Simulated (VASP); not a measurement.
# Se (R-3m) in VASP: settings compared, part 2 of 2

VASP 6.6.1. The steps go on from the part before.

## (4) Relaxation of cell and atoms, PBEsol

INCAR

```
ALGO = Normal
EDIFF = 1E-6
EDIFFG = -0.01
ENCUT = 600
GGA = PS
IBRION = 2
ISIF = 3
ISMEAR = 1
LASPH = True
LCHARG = False
LREAL = False
LWAVE = False
NELM = 80
NSW = 90
PREC = Accurate
SIGMA = 0.1
```

KPOINTS

```
k-points
0
Gamma
  17 17 17
```

POSCAR

```
Se
1.0
    1.9250000000      1.1113992682      0.8816666667
   -1.9250000000      1.1113992682      0.8816666667
    0.0000000000     -2.2227985364      0.8816666667
Se
1
Direct
    0.0000000000      0.0000000000      0.0000000000
```

Started as:

```bash
cat potpaw_PBE.64/Se/POTCAR > POTCAR
mpirun -np 1 vasp_std > vasp.out
```

Wall time 6.4 min (1 thread of Intel Xeon Platinum 8488C (Sapphire Rapids), shared host); peak memory 0.16 GiB.

The run converged. Its results:

| Quantity | Value |
| --- | --- |
| Free energy | -3.7421 eV |
| Relaxed volume | 21.60 Å³/atom |
| Relaxed cell | a = 2.786 Å, b = 2.786 Å, c = 2.786 Å, α = 91.72°, β = 91.72°, γ = 91.72° |
| Space group after relaxing (to 0.05 Å) | R-3m (No. 166) |
| Energy gained by relaxing | 2668.0 meV/atom |
| Ionic steps | 27 |
| Pressure after relaxing | -0.1 GPa |
| Band gap on the k mesh | none (metal or under the smearing width) |

Step by step:
```
step  energy change (eV)  largest force (eV/Å)  pressure (GPa)  volume (Å³)
   1              0.0000                0.0000          152.30        11.32
   2             -0.9475                0.0000          -10.60        39.67
   3             -2.3482                0.0000           -4.67        20.58
   4             -2.3620                0.0000           -2.65        19.99
   5             -2.3678                0.0000            0.22        19.29
   6             -2.3675                0.0000           -0.62        19.48
   7             -2.4150                0.0000           -0.17        19.55
   8             -2.5659                0.0000            2.13        19.59
   9             -2.5653                0.0000           13.95        18.89
  10             -2.5763                0.0000           13.00        19.05
  11             -2.6063                0.0000           10.41        19.50
  12             -2.6450                0.0000            5.49        20.36
  13             -2.6163                0.0000           -3.01        21.89
  14             -2.6528                0.0000            2.85        20.82
  15             -2.6529                0.0000            2.29        20.91
  16             -2.6528                0.0000            2.09        20.95
  17             -2.6543                0.0000            2.20        20.95
  18             -2.6578                0.0000            2.47        20.95
  19             -2.6611                0.0000            2.87        20.91
  20             -2.6659                0.0000            1.40        21.25
  21             -2.6677                0.0000           -0.15        21.63
  22             -2.6677                0.0000           -0.08        21.61
  23             -2.6677                0.0000           -0.08        21.61
  24             -2.6677                0.0000           -0.08        21.61
  25             -2.6678                0.0000           -0.07        21.61
  26             -2.6680                0.0000           -0.06        21.60
  27             -2.6680                0.0000           -0.07        21.60
```

Final structure:
```xyz
1
Lattice="1.9996 1.1545 1.5596 -1.9996 1.1545 1.5596 0.0000 -2.3089 1.5596" Properties=species:S:1:pos:R:3 pbc="T T T"
Se    0.0000    0.0000    0.0000
```

Levels at points of the mesh, in eV from the Fermi level:
| k point | band 1 | band 2 | band 3 | band 4 | band 5 | band 6 | band 7 |
| --- | --- | --- | --- | --- | --- | --- | --- |
| (0.00, 0.00, 0.00) | -16.42 | 1.35 | 1.59 | 1.59 | 7.71 | 7.71 | 7.95 |

Caveat: the volume moved by over 15 % at a fixed basis, so the end points are rough; the PAW data sets were made with another functional, which shifts forces and pressure a little; the volume moved by +91 % from the deposited cell, more than functionals usually miss.

## (5) Relaxation of cell and atoms, PBEsol

This run uses another cell than the first one, of 21.60 Å³/atom, 1.909 times its volume.

INCAR: that of step 4 with these lines changed.

```diff
@@ -1,4 +1,4 @@
 ALGO = Normal
-EDIFF = 1E-6
-EDIFFG = -0.01
+EDIFF = 1E-7
+EDIFFG = -0.005
 ENCUT = 600
```

KPOINTS is that of step 4.

POSCAR

```
Se                                      
1.0
    1.9995748837      1.1544550974      1.5595960307
   -1.9995748837      1.1544550974      1.5595960307
    0.0000000000     -2.3089101947      1.5595960307
  Se            
     1
Direct
     0.0000000000000000    0.0000000000000000    0.0000000000000000
```

Started as:

```bash
cat potpaw_PBE.64/Se/POTCAR > POTCAR
mpirun -np 1 vasp_std > vasp.out
```

Wall time 4.1 min (1 thread of Intel Xeon Platinum 8488C (Sapphire Rapids), shared host); peak memory 0.21 GiB.

Results (log left out):

```
Free energy                            : -3.7488 eV
Relaxed volume                         : 21.65 Å³/atom
Relaxed cell                           : a = 2.787 Å, b = 2.787 Å, c = 2.787 Å, α = 90.01°, β = 90.01°, γ = 90.01°
Space group after relaxing (to 0.05 Å) : Pm-3m (No. 221)
Energy gained by relaxing              : 1.1 meV/atom
Ionic steps                            : 13
Pressure after relaxing                : 0.0 GPa
Band gap on the k mesh                 : none (metal or under the smearing width)
```

Step by step:
```
step  energy change (eV)  largest force (eV/Å)  pressure (GPa)  volume (Å³)
   1              0.0000                0.0000            0.09        21.60
   2             -0.0001                0.0000           -0.05        21.64
   3             -0.0002                0.0000           -0.29        21.71
   4             -0.0002                0.0000           -0.26        21.71
   5             -0.0004                0.0000           -0.18        21.69
   6             -0.0007                0.0000           -0.01        21.65
   7             -0.0010                0.0000            0.32        21.57
   8             -0.0010                0.0000            0.24        21.59
   9             -0.0010                0.0000            0.18        21.60
  10             -0.0010                0.0000            0.07        21.63
  11             -0.0010                0.0000            0.16        21.61
  12             -0.0011                0.0000            0.09        21.63
  13             -0.0011                0.0000            0.01        21.65
```

Final structure:
```
Se
1.0
     1.97088    1.13789    1.60900
    -1.97088    1.13789    1.60900
     0.00000   -2.27578    1.60900
Se
1
Cartesian
  0.0000 0.0000 0.0000
```

Levels at points of the mesh, in eV from the Fermi level:
```tsv
k point	band 1	band 2	band 3	band 4	band 5	band 6	band 7
(0.00, 0.00, 0.00)	-16.40	1.49	1.50	1.50	7.70	7.70	7.93
```

Caveat: the PAW data sets were made with another functional, which shifts forces and pressure a little.

## (6) Relaxation of cell and atoms, r2SCAN, target pressure 148 GPa, at which the enthalpy is minimised

INCAR

```
PREC = Accurate
ENCUT = 600
EDIFF = 1E-6
ISMEAR = 1
SIGMA = 0.1
LREAL = False
LASPH = True
NELM = 80
ALGO = Normal
ISIF = 3
LWAVE = False
LCHARG = False
METAGGA = R2SCAN
LMIXTAU = True
IBRION = 2
NSW = 90
EDIFFG = -0.01
PSTRESS = 1480.0
```

KPOINTS

```
regular mesh
0
Gamma
  17 17 17
```

POSCAR

```
Se
1.0
    1.9250000000      1.1113992682      0.8816666667
   -1.9250000000      1.1113992682      0.8816666667
    0.0000000000     -2.2227985364      0.8816666667
Se
1
Direct
    0.0000000000      0.0000000000      0.0000000000
```

Potentials or basis: VASP PAW PBE potentials, release 64 (Se).

Started as:

```bash
cat potpaw_PBE.64/Se/POTCAR > POTCAR
mpirun -np 1 vasp_std > vasp.out
```

It took 14 min on 1 thread of Intel Xeon 6975P-C (Granite Rapids), shared host; peak memory 0.17 GiB.

It converged, with:

```yaml
Free_energy: -11.3214 eV
Relaxed_volume: 11.71 Å³/atom
Relaxed_cell: a = 2.379 Å, b = 2.379 Å, c = 2.379 Å, α = 105.22°, β = 105.22°, γ = 105.22°
Space_group_after_relaxing_to_0.05_Å: R-3m (No. 166)
Energy_change_on_relaxing_the_enthalpy_is_what_falls: -390.8 meV/atom
Ionic_steps: 19
Pressure_after_relaxing: 148.0 GPa
Band_gap_on_the_k_mesh: none (metal or under the smearing width)
```

Stress tensor (GPa, compression positive):
```
148.01   0.00   0.00
  0.00 148.01   0.00
  0.00   0.00 147.92
```

The path:
```
step  energy change (eV)  largest force (eV/Å)  pressure (GPa)  volume (Å³)
   1              0.0000                0.0000          162.60        11.32
   2             -1.3580                0.0000           89.88        13.09
   3             -0.2868                0.0000          146.99        11.61
   4             -0.2686                0.0000          147.99        11.59
   5             -0.2787                0.0000          148.06        11.60
   6             -0.3089                0.0000          147.99        11.63
   7             -0.3518                0.0000          148.80        11.67
   8             -0.3351                0.0000          154.45        11.72
   9             -0.3607                0.0000          149.20        11.68
  10             -0.3699                0.0000          149.89        11.69
  11             -0.3646                0.0000          149.39        11.69
  12             -0.4985                0.0000          142.80        11.83
  13             -0.3815                0.0000          148.72        11.70
  14             -0.3848                0.0000          148.48        11.71
  15             -0.3840                0.0000          148.38        11.71
  16             -0.3828                0.0000          148.48        11.71
  17             -0.3823                0.0000          148.51        11.71
  18             -0.4011                0.0000          147.21        11.73
  19             -0.3908                0.0000          147.98        11.71
```

Final structure:
```xyz
1
Lattice="1.8900 1.0912 0.9467 -1.8900 1.0912 0.9467 0.0000 -2.1824 0.9467" Properties=species:S:1:pos:R:3 pbc="T T T"
Se    0.0000    0.0000    0.0000
```

Levels at points of the mesh, in eV from the Fermi level:
| k point | band 1 | band 2 | band 3 | band 4 | band 5 | band 6 | band 7 |
| --- | --- | --- | --- | --- | --- | --- | --- |
| (0.00, 0.00, 0.00) | -24.24 | 4.23 | 7.25 | 7.25 | 11.20 | 11.20 | 15.50 |

Caveat: the cell is relaxed towards a set pressure, so the enthalpy falls and the energy may rise; the PAW data sets were made with another functional, which shifts forces and pressure a little. Zero-point motion and thermal expansion aren't in these numbers.

## (7) Summary

| level | cell | target pressure | gap on the mesh (eV) | pressure (GPa) |
| --- | --- | --- | --- | --- |
| PBEsol | relaxed to 94 GPa | 94 GPa | none | 94.0 |
| PBEsol | relaxed | - | none | 0.0 |
| r2SCAN | relaxed to 148 GPa | 148 GPa | none | 148.0 |

Alike in all rows: task relaxation of cell and atoms; potentials or basis VASP PAW PBE potentials, release 64 (Se); no spin polarisation; k mesh 17 × 17 × 17; cutoff (eV) 600; smearing methfessel-paxton 0.1 eV.

Caveats: the PAW data sets were made with another functional, which shifts forces and pressure a little; the cell is relaxed towards a set pressure, so the enthalpy falls and the energy may rise (some runs); the relaxation stopped at its first step, so nothing moved (some runs).

Absolute energies hang on the potentials; compare differences alone.
